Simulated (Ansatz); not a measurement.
# ZnO: the order of phases at one pressure

Aim: bring ZnO in several structures (CsCl, wurtzite, NiAs) to one pressure and rank them by enthalpy. The pressure is set by scaling the first phase. Methods of the runs shown: PAW and LAPW.

Method: DFT PBE, with the methods named in each step, in Ansatz 0.2.0.

## Step 1: Starting point

It takes space group Pm-3m (No. 221, cubic). Conventional cell: a = 2.714 Å, b = 2.714 Å, c = 2.714 Å, α = 90.00°, β = 90.00°, γ = 90.00°. Around Zn (site symmetry m-3m) lie 8 O at 2.35 Å. O (site symmetry m-3m) has 8 Zn at 2.35 Å as nearest neighbours.

Structure file:

```xyz
2
Lattice="2.7144 0.0000 0.0000 0.0000 2.7144 0.0000 0.0000 0.0000 2.7144" Properties=species:S:1:pos:R:3 pbc="T T T"
Zn    0.0000    0.0000    0.0000
O     1.3572    1.3572    1.3572
```

Atoms are numbered in the order of the input: Zn1, O2.

## Step 2: Cell relaxed at zero pressure, PAW

Contents of input.yaml:

```yaml
crystal:
  lattice:
    - [2.7144176166, 0.0, 0.0]
    - [0.0, 2.7144176166, 0.0]
    - [0.0, 0.0, 2.7144176166]
  atoms:
    - { symbol: Zn, position: [0.0, 0.0, 0.0] }
    - { symbol: O, position: [0.5, 0.5, 0.5] }
kpoints:
  mp_grid: { grid: [15, 15, 15] }
scf:
  occupations: { method: fermi_dirac, width: 0.08 }
hamiltonian:
  xc: pbe
  pseudopotentials: { kind: paw }
output:
  forces: true
  stress: true
  write_density: true
  write_potential: true
  elf: true
  volumetric_format: npy
relax:
  f_tol: 0.005
  max_steps: 40
  cell: {}
```

On the command line:

```console
$ ansatz run input.yaml --threads 1 --pin off --max-ram 3584MiB --backend cpu --events-out ev --progress --plain --runs-dir out
```

What it wrote (excerpt; [...] marks lines left out):

```text
[...]
Pseudopotentials: kind: paw
Pseudopotential: Zn, paw, valence charge 12, recommended cutoff 420 eV (normal)
Pseudopotential: O, paw, valence charge 6, recommended cutoff 420 eV (normal)
Functional definition: PBE
[...]
Crystal: 2 atoms, lattice volume = 20.000 Å³
Basis set: ecut = 420 eV, 389 PW (Γ), exchange–correlation on 40×40×40 points (8 copies of the dense FFT grid, shifted against one another)
Bands: 13, of which v1, the nominal top of the filled ones, is band 9 counted from 1 (8 counted from 0)
Symmetry: 48 space group operations
Space group: Pm-3m (ITA 221), of the structure as read, at distance tolerance 2.7e-5 Å
k-points: 120 of 3375
[...]
SCF iter   1: F=—  HF=-3885.383017 eV  |F-HF|=—  |Δ(HF+E_count)|=         —  Δρ=2.33e-3  dr2=9.94e-4  ethr=1.77e-3  ⟨swp⟩=5.1  Hψ=8221  notcnv=0
[...]
relax step   1: F+E_penalty+E_count = -3885.38345459 eV  Δ(F+E_penalty+E_count) = +0.000e0 eV  max|allowed force component| = 1.553e-29 eV/Å  Δτ_max = 0.0000 Å  P = -4.331 GPa  Ω = 20.000 Å³  (6 SCF iters, dr2 threshold 1.00e-7 eV, accepted)
[...]
relax step   3: F+E_penalty+E_count = -3885.39359199 eV  Δ(F+E_penalty+E_count) = -1.864e-3 eV  max|allowed force component| = 4.010e-30 eV/Å  Δτ_max = 0.0000 Å  P = +0.076 GPa  Ω = 19.437 Å³  energy of the carried Pulay correction = +2.465e-3 eV  (6 SCF iters, dr2 threshold 2.00e-7 eV, accepted)
[...]
relax step   4: F+E_penalty+E_count = -3885.39355323 eV  Δ(F+E_penalty+E_count) = +3.876e-5 eV  max|allowed force component| = 6.820e-31 eV/Å  Δτ_max = 0.0000 Å  P = -0.001 GPa  Ω = 19.446 Å³  energy of the carried Pulay correction = +2.424e-3 eV  (6 SCF iters, accepted)
[...]
SCF iter   1: F=—  HF=-3885.391414 eV  |F-HF|=—  |Δ(HF+E_count)|=         —  Δρ=2.17e-4  dr2=1.47e-6  ethr=3.15e-8  ⟨swp⟩=3.0  Hψ=12850  notcnv=0
```

## Step 3: More of the same log: cell relaxed at zero pressure

The log, continued (excerpt; [...] marks lines left out):

```text
SCF iter   2: F=—  HF=-3885.391380 eV  |F-HF|=—  |Δ(HF+E_count)|=   3.42e-5  Δρ=1.28e-4  dr2=8.89e-7  ethr=8.17e-9  ⟨swp⟩=2.0  Hψ=2642  notcnv=0
[...]
relax step   5: F+E_penalty+E_count = -3885.39138050 eV  Δ(F+E_penalty+E_count) = +2.173e-3 eV  max|allowed force component| = 1.192e-30 eV/Å  Δτ_max = 0.0000 Å  P = -0.152 GPa  Ω = 19.446 Å³  stress off target by 1.52e-1 GPa  SCF on the basis re-selected at this cell (its energy is not [...]
relax step   6: F+E_penalty+E_count = -3885.39147053 eV  Δ(F+E_penalty+E_count) = -9.002e-5 eV  max|allowed force component| = 6.935e-30 eV/Å  Δτ_max = 0.0000 Å  P = -0.001 GPa  Ω = 19.428 Å³  energy of the carried Pulay correction = +8.133e-5 eV  (6 SCF iters, accepted)
[...]
        0.000000      -0.003795       0.000000
        0.000000       0.000000      -0.003795
  P = ⅓ Tr σ = -0.0038 GPa (-0.038 kbar)
--- Band table (eV; the first three rows and the last of 120) ---
  k-point 0: bands = ["-7.9362", "4.0538", "4.0538", "5.1366", "5.1366", "5.1366", "9.3221", "9.3221", "9.3221", "9.6742", "24.5983", "24.5983", "27.8456"]
[...]
--- Relaxed structure (5 steps of the walk, 5 accepted, 2 SCFs on fresh bases) ---
  F+E_penalty+E_count = -3885.39134642 eV   max|allowed force component| = 9.171e-30 eV/Å   (the final SCF, on the basis selected at the relaxed cell)
  cell:  # Å, volume = 19.4279 Å³
    - [2.6882860177044345, 1.0592614694129799e-33, 1.6049416203226964e-34]
    - [1.5728427879162425e-33, 2.6882860177044345, 1.6049416203226965e-35]
    - [-9.62964972193618e-35, 1.6049416203226965e-35, 2.6882860177044345]
  atoms:
    - { symbol: Zn, position: [-2.688764417478823e-47, -4.6192620958817754e-36, -4.434491612053502e-36] }
    - { symbol: O, position: [0.49999999999999994, 0.49999999999999994, 0.49999999999999994] }
```

Run time: 7.2 s. Hardware: 1 thread of Intel Xeon 6975P-C (Granite Rapids), shared host; peak memory 0.39 GiB.

The steps of the relaxation:

```csv
step,energy from step 1 (eV/cell),largest force component (eV/Å),pressure (GPa),volume (Å³)
1,0.0000,0.0000,-4.33,20.00
2,-0.0083,0.0000,-1.59,19.64
3,-0.0101,0.0000,0.08,19.44
4,-0.0101,0.0000,0.00,19.45
5,-0.0079,0.0000,-0.15,19.45
6,-0.0080,0.0000,0.00,19.43
7,-0.0079,0.0000,0.00,19.43
```

Step 1 is the start. Steps 5, 7 repeat the geometry before on a plane-wave basis chosen anew for that cell, so the energy can jump there without any move; the table keeps such jumps.

| input's cell | before | after | change |
| --- | --- | --- | --- |
| a (Å) | 2.714 | 2.688 | -1.0 % |
| b (Å) | 2.714 | 2.688 | -1.0 % |
| c (Å) | 2.714 | 2.688 | -1.0 % |
| volume (Å³/atom) | 10.00 | 9.71 | -2.9 % |

Read from it: pressure 0.00 GPa; no gap.

## Step 4: Volume scaled by 1, to set the pressure, PAW

Contents of input.yaml:

```yaml
crystal:
  lattice:
    - [2.6882860177, 0.0, 0.0]
    - [0.0, 2.6882860177, 0.0]
    - [0.0, 0.0, 2.6882860177]
  atoms:
    - { symbol: Zn, position: [0.0, 0.0, 0.0] }
    - { symbol: O, position: [0.5, 0.5, 0.5] }
kpoints:
  mp_grid: { grid: [14, 14, 14] }
scf:
  occupations: { method: fermi_dirac, width: 0.08 }
hamiltonian:
  xc: pbe
  pseudopotentials: { kind: paw }
output:
  forces: true
  stress: true
  eigenvalues: true
```

On the command line:

```console
$ ansatz run input.yaml --threads 1 --pin off --max-ram 3584MiB --backend cpu --events-out ev --progress --plain --runs-dir out
```

What it wrote (excerpt; [...] marks lines left out):

```text
[...]
Pseudopotentials: kind: paw
Pseudopotential: Zn, paw, valence charge 12, recommended cutoff 420 eV (normal)
Pseudopotential: O, paw, valence charge 6, recommended cutoff 420 eV (normal)
Functional definition: PBE
[...]
Crystal: 2 atoms, lattice volume = 19.428 Å³
Basis set: ecut = 420 eV, 389 PW (Γ), exchange–correlation on 36×36×36 points (8 copies of the dense FFT grid, shifted against one another)
Bands: 13, of which v1, the nominal top of the filled ones, is band 9 counted from 1 (8 counted from 0)
Symmetry: 48 space group operations
Space group: Pm-3m (ITA 221), of the structure as read, at distance tolerance 2.7e-5 Å
k-points: 120 of 2744
[...]
SCF iter   1: F=—  HF=-3885.390922 eV  |F-HF|=—  |Δ(HF+E_count)|=         —  Δρ=2.49e-3  dr2=1.05e-3  ethr=1.77e-3  ⟨swp⟩=5.2  Hψ=8191  notcnv=0
[...]
SCF iter   6: F=-3885.391413 eV  HF=-3885.391413 eV  |F-HF|=3.84e-10  |Δ(HF+E_count)|=  8.89e-10  Δρ=1.78e-6  dr2=2.33e-10  ethr=8.17e-11  ⟨swp⟩=1.9  Hψ=5507  notcnv=0
[...]
SCF converged after 6 iterations
Free energy (F): -3885.391413 eV
[...]
E sigma→0 (E₀):  -3885.390260 eV
Entropy (-TS):   -0.002306 eV (-1.153 meV/atom)
Fermi energy:    10.748292 eV
[...]
--- Forces (eV/Å), atoms counted from 1 ---
  atom   1  Zn    -0.00000000     0.00000000    -0.00000000
  atom   2  O      0.00000000    -0.00000000    -0.00000000
[...]
--- Stress (GPa, compression-positive) ---
        0.008860      -0.000000      -0.000000
        0.000000       0.008860       0.000000
        0.000000       0.000000       0.008860
  P = ⅓ Tr σ = 0.0089 GPa (0.089 kbar)
--- Band table (eV; the first three rows and the last of 120) ---
  k-point 0: bands = ["-7.9365", "4.0540", "4.0540", "5.1368", "5.1368", "5.1368", "9.3218", "9.3218", "9.3218", "9.6741", "24.5982", "24.5982", "27.8456"]
[...]
```

It took 0.97 s on 1 thread of Intel Xeon 6975P-C (Granite Rapids), shared host; peak memory 0.36 GiB.

This run gives: pressure 0.01 GPa; no gap.

## Step 5: CsCl relaxed under pressure, PAW

Edit input.yaml of step 4 so:

```diff
@@ -19 +19,5 @@
   eigenvalues: true
+relax:
+  f_tol: 0.005
+  max_steps: 40
+  cell: { p_target: 0.0089, stress_tol: 0.03 }
```

On the command line:

```console
$ ansatz run input.yaml --threads 1 --pin off --max-ram 3584MiB --backend cpu --events-out ev --progress --plain --runs-dir out
```

What it wrote (excerpt; [...] marks lines left out):

```text
[...]
Pseudopotentials: kind: paw
Pseudopotential: Zn, paw, valence charge 12, recommended cutoff 420 eV (normal)
Pseudopotential: O, paw, valence charge 6, recommended cutoff 420 eV (normal)
Functional definition: PBE
[...]
Crystal: 2 atoms, lattice volume = 19.428 Å³
Basis set: ecut = 420 eV, 389 PW (Γ), exchange–correlation on 36×36×36 points (8 copies of the dense FFT grid, shifted against one another)
Bands: 13, of which v1, the nominal top of the filled ones, is band 9 counted from 1 (8 counted from 0)
Symmetry: 48 space group operations
Space group: Pm-3m (ITA 221), of the structure as read, at distance tolerance 2.7e-5 Å
k-points: 120 of 2744
[...]
SCF iter   1: F=—  HF=-3885.390922 eV  |F-HF|=—  |Δ(HF+E_count)|=         —  Δρ=2.49e-3  dr2=1.05e-3  ethr=1.77e-3  ⟨swp⟩=5.2  Hψ=8191  notcnv=0
[...]
--- Forces (eV/Å), atoms counted from 1 ---
  atom   1  Zn    -0.00000000     0.00000000    -0.00000000
  atom   2  O      0.00000000     0.00000000     0.00000000
[...]
--- Stress (GPa, compression-positive) ---
        0.008805      -0.000000       0.000000
        0.000000       0.008805       0.000000
        0.000000       0.000000       0.008805
  P = ⅓ Tr σ = 0.0088 GPa (0.088 kbar)
--- Band table (eV; the first three rows and the last of 120) ---
  k-point 0: bands = ["-7.9365", "4.0539", "4.0539", "5.1367", "5.1367", "5.1367", "9.3218", "9.3218", "9.3218", "9.6741", "24.5982", "24.5982", "27.8456"]
[...]
--- Relaxed structure (1 steps of the walk, 1 accepted, 1 SCFs on fresh bases) ---
  F+E_penalty+E_count = -3885.39141293 eV   max|allowed force component| = 1.459e-29 eV/Å   (the final SCF, on the basis selected at the relaxed cell)
  cell:  # Å, volume = 19.4279 Å³
    - [2.6882860177, 0.0, 0.0]
    - [0.0, 2.6882860177, 0.0]
    - [0.0, 0.0, 2.6882860177]
  atoms:
    - { symbol: Zn, position: [0.0, 0.0, 0.0] }
    - { symbol: O, position: [0.5, 0.5, 0.5] }
```

Run time: 2.4 s. Hardware: 1 thread of Intel Xeon 6975P-C (Granite Rapids), shared host; peak memory 0.38 GiB.

Step by step:

```csv
step,energy from step 1 (eV/cell),largest force component (eV/Å),pressure (GPa),volume (Å³)
1,0.0000,0.0000,0.01,19.43
2,0.0000,0.0000,0.01,19.43
```

Step 1 is the start. Step 2 repeats the geometry before on a plane-wave basis chosen anew for that cell, so the energy can jump there without any move; the table keeps such jumps.

| input's cell | before | after | change |
| --- | --- | --- | --- |
| a (Å) | 2.688 | 2.688 | +0.0 % |
| b (Å) | 2.688 | 2.688 | +0.0 % |
| c (Å) | 2.688 | 2.688 | +0.0 % |
| volume (Å³/atom) | 9.71 | 9.71 | +0.0 % |

Result: pressure 0.01 GPa; no gap.

## Step 6: CsCl relaxed under pressure, LAPW

Edit input.yaml of step 5 so:

```diff
@@ -14,3 +14,3 @@
   xc: pbe
-  pseudopotentials: { kind: paw }
+  pseudopotentials: { kind: all_electron, lapw: { basis_error: 0.0005 } }
 output:
@@ -21,3 +21,3 @@
   f_tol: 0.005
-  max_steps: 40
+  max_steps: 12
   cell: { p_target: 0.0089, stress_tol: 0.03 }
```

On the command line:

```console
$ ansatz run input.yaml --threads 1 --pin off --max-ram 3584MiB --backend cpu --events-out ev --progress --plain --runs-dir out
```

What it wrote (excerpt; [...] marks lines left out):

```text
[...]
LAPW: plane waves up to 9.513 Å⁻¹, error target 5.0e-4 eV per atom; small_component_spin mean_spin; O in spheres of 1.027 Å, 8 of its electrons in bands, Dirac shells []; Zn in spheres of 1.232 Å, 20 of its electrons in bands, Dirac shells []
[...]
Pseudopotentials: kind: all_electron
Pseudopotential: Zn, LAPW, valence charge 20, Koelling and Harmon's equation, gaussian nucleus
Pseudopotential: O, LAPW, valence charge 8, Koelling and Harmon's equation, gaussian nucleus
Functional definition: PBE
[...]
Crystal: 2 atoms, lattice volume = 19.428 Å³
Basis set: ecut = 344.8152163040253 eV, 257 PW (Γ), exchange–correlation at level 2
Bands: 18, of which v1, the nominal top of the filled ones, is band 14 counted from 1 (13 counted from 0)
Symmetry: 48 space group operations
Space group: Pm-3m (ITA 221), of the structure as read, at distance tolerance 2.7e-5 Å
k-points: 120 of 2744
[...]
  atom   2  O     -0.00000000     0.00000000     0.00000000
[...]
--- Stress (GPa, compression-positive) ---
        0.026314       0.000000      -0.000000
        0.000000       0.026314       0.000000
       -0.000000       0.000000       0.026314
  P = ⅓ Tr σ = 0.0263 GPa (0.263 kbar)
--- Band table (eV; the first three rows and the last of 120) ---
  k-point 0: bands = ["-492.0035", "-111.9671", "-66.1433", "-66.1433", "-66.1433", "-5.6591", "6.3092", "6.3092", "7.3897", "7.3897", "7.3897", "11.5991", "11.5991", "11.5991", "11.9528", "26.8586", "26.8586", "30.1300"]
[...]
--- Relaxed structure (1 steps of the walk, 1 accepted, 1 SCFs on fresh bases) ---
  F+E_penalty+E_count = -50920.32988793 eV   max|allowed force component| = 9.532e-31 eV/Å   (the final SCF, on the basis selected at the relaxed cell)
  cell:  # Å, volume = 19.4279 Å³
    - [2.6882860177, 0.0, 0.0]
    - [0.0, 2.6882860177, 0.0]
    - [0.0, 0.0, 2.6882860177]
  atoms:
    - { symbol: Zn, position: [0.0, 0.0, 0.0] }
    - { symbol: O, position: [0.5, 0.5, 0.5] }
```

Run time: 15 s. Hardware: 1 thread of Intel Xeon 6975P-C (Granite Rapids), shared host; peak memory 0.47 GiB.

Relaxation path:

```csv
step,energy from step 1 (eV/cell),largest force component (eV/Å),pressure (GPa),volume (Å³)
1,0.0000,0.0000,0.02,19.43
2,0.0000,0.0000,0.03,19.43
```

Step 1 is the start. Step 2 repeats the geometry before on a plane-wave basis chosen anew for that cell, so the energy can jump there without any move; the table keeps such jumps.

| input's cell | before | after | change |
| --- | --- | --- | --- |
| a (Å) | 2.688 | 2.688 | +0.0 % |
| b (Å) | 2.688 | 2.688 | +0.0 % |
| c (Å) | 2.688 | 2.688 | +0.0 % |
| volume (Å³/atom) | 9.71 | 9.71 | +0.0 % |

In short: pressure 0.03 GPa; no gap.

## Step 7: Wurtzite relaxed under pressure, PAW

Contents of input.yaml:

```yaml
crystal:
  lattice:
    - [3.2870750919, 0.0, 0.0]
    - [-1.643537546, 2.8466905338, 0.0]
    - [0.0, 0.0, 5.3579323998]
  atoms:
    - { symbol: Zn, position: [0.3333333333, 0.6666666667, 0.0] }
    - { symbol: Zn, position: [0.6666666667, 0.3333333333, 0.5] }
    - { symbol: O, position: [0.3333333333, 0.6666666667, 0.376] }
    - { symbol: O, position: [0.6666666667, 0.3333333333, 0.876] }
kpoints:
  mp_grid: { grid: [12, 12, 7] }
scf:
  occupations: { method: fermi_dirac, width: 0.08 }
hamiltonian:
  xc: pbe
  pseudopotentials: { kind: paw }
output:
  forces: true
  stress: true
  eigenvalues: true
relax:
  f_tol: 0.005
  max_steps: 40
  cell: { p_target: 0.0089, stress_tol: 0.03 }
```

On the command line:

```console
$ ansatz run input.yaml --threads 1 --pin off --max-ram 3584MiB --backend cpu --events-out ev --progress --plain --runs-dir out
```

What it wrote (excerpt; [...] marks lines left out):

```text
[...]
Pseudopotentials: kind: paw
Pseudopotential: Zn, paw, valence charge 12, recommended cutoff 420 eV (normal)
Pseudopotential: O, paw, valence charge 6, recommended cutoff 420 eV (normal)
Functional definition: PBE
[...]
Crystal: 4 atoms, lattice volume = 50.136 Å³
Basis set: ecut = 420 eV, 989 PW (Γ), exchange–correlation on 48×48×72 points (8 copies of the dense FFT grid, shifted against one another)
Bands: 22, of which v1, the nominal top of the filled ones, is band 18 counted from 1 (17 counted from 0)
Symmetry: 12 space group operations
Space group: P63mc (ITA 186), of the structure as read, at distance tolerance 3.7e-5 Å
k-points: 76 of 1008 (time reversal used)
[...]
SCF iter   1: F=—  HF=-7773.685030 eV  |F-HF|=—  |Δ(HF+E_count)|=         —  Δρ=6.60e-4  dr2=1.01e-4  ethr=1.77e-3  ⟨swp⟩=5.8  Hψ=7302  notcnv=0
[...]
relax step   1: F+E_penalty+E_count = -7773.68648616 eV  Δ(F+E_penalty+E_count) = +0.000e0 eV  max|allowed force component| = 2.478e-2 eV/Å  Δτ_max = 0.0000 Å  P = -2.082 GPa  Ω = 50.136 Å³  (6 SCF iters, dr2 threshold 1.00e-7 eV, accepted)
[...]
relax step   3: F+E_penalty+E_count = -7773.69630243 eV  Δ(F+E_penalty+E_count) = -2.970e-3 eV  max|allowed force component| = 1.778e-2 eV/Å  Δτ_max = 0.0029 Å  P = +0.046 GPa  Ω = 49.323 Å³  energy of the carried Pulay correction = +3.523e-3 eV  (6 SCF iters, dr2 threshold 4.00e-7 eV, accepted)
[...]
relax step   4: F+E_penalty+E_count = -7773.69633043 eV  Δ(F+E_penalty+E_count) = -2.800e-5 eV  max|allowed force component| = 4.265e-3 eV/Å  Δτ_max = 0.0014 Å  P = +0.027 GPa  Ω = 49.330 Å³  energy of the carried Pulay correction = +3.493e-3 eV  (5 SCF iters, dr2 threshold 4.38e-8 eV, accepted)
[...]
SCF iter   7: F=-7773.693195 eV  HF=-7773.693195 eV  |F-HF|=3.64e-12  |Δ(HF+E_count)|=  7.55e-11  Δρ=1.04e-7  dr2=4.63e-12  ethr=1.00e-12  ⟨swp⟩=5.2  Hψ=7612  notcnv=0
[...]
```

## Step 8: The output, continued: wurtzite relaxed under pressure, PAW files

The log, continued (excerpt; [...] marks lines left out):

```text
relax step   5: F+E_penalty+E_count = -7773.69319500 eV  Δ(F+E_penalty+E_count) = +3.135e-3 eV  max|allowed force component| = 4.284e-3 eV/Å  Δτ_max = 0.0000 Å  P = -0.061 GPa  Ω = 49.330 Å³  stress off target by 1.05e-1 GPa  SCF on the basis re-selected at this cell (its energy is not [...]
relax step   6: F+E_penalty+E_count = -7773.69332748 eV  Δ(F+E_penalty+E_count) = -1.325e-4 eV  max|allowed force component| = 5.536e-5 eV/Å  Δτ_max = 0.0010 Å  P = +0.009 GPa  Ω = 49.304 Å³  energy of the carried Pulay correction = +1.150e-4 eV  (5 SCF iters, dr2 threshold 2.75e-8 eV, accepted)
[...]
relax step   7: F+E_penalty+E_count = -7773.69319104 eV  Δ(F+E_penalty+E_count) = +1.364e-4 eV  max|allowed force component| = 8.125e-5 eV/Å  Δτ_max = 0.0000 Å  P = +0.007 GPa  Ω = 49.304 Å³  stress off target by 8.15e-3 GPa  SCF on the basis re-selected at this cell (its energy is not [...]
--- Relaxed structure (5 steps of the walk, 5 accepted, 2 SCFs on fresh bases) ---
  F+E_penalty+E_count = -7773.69319104 eV   max|allowed force component| = 8.125e-5 eV/Å   (the final SCF, on the basis selected at the relaxed cell)
  cell:  # Å, volume = 49.3042 Å³
    - [3.279306940972994, 2.879915598002181e-11, 2.360679915545371e-34]
    - [-1.6396534705114378, 2.8399631176748494, 1.2357795059895497e-34]
    - [3.8479082622555316e-34, 4.547527946301991e-34, 5.294062567085365]
  atoms:
    - { symbol: Zn, position: [0.3333333333333334, 0.6666666666666667, -0.0015211032118426062] }
    - { symbol: Zn, position: [0.6666666666666667, 0.3333333333333333, 0.49847889678815743] }
    - { symbol: O, position: [0.3333333333333334, 0.6666666666666667, 0.3775211032118425] }
    - { symbol: O, position: [0.6666666666666667, 0.3333333333333333, 0.8775211032118425] }
```

Run time: 29 s. Hardware: 1 thread of Intel Xeon 6975P-C (Granite Rapids), shared host; peak memory 0.45 GiB.

Relaxation path:

```csv
step,energy from step 1 (eV/cell),largest force component (eV/Å),pressure (GPa),volume (Å³)
1,0.0000,0.0248,-2.08,50.14
2,-0.0068,0.0257,-0.96,49.70
3,-0.0098,0.0178,0.05,49.32
4,-0.0098,0.0043,0.03,49.33
5,-0.0067,0.0043,-0.06,49.33
6,-0.0068,0.0001,0.01,49.30
7,-0.0067,0.0001,0.01,49.30
```

Step 1 is the start. Steps 5, 7 repeat the geometry before on a plane-wave basis chosen anew for that cell, so the energy can jump there without any move; the table keeps such jumps.

| input's cell | before | after | change |
| --- | --- | --- | --- |
| a (Å) | 3.287 | 3.279 | -0.2 % |
| b (Å) | 3.287 | 3.279 | -0.2 % |
| c (Å) | 5.358 | 5.294 | -1.2 % |
| volume (Å³/atom) | 12.53 | 12.33 | -1.7 % |

The largest move, 0.01 Å, apart from the change of the cell, is shared by several atoms, Zn1 among them.

Result: pressure 0.01 GPa; gap on the k mesh 0.74 eV.

(Part 1 of 2 ends here.)
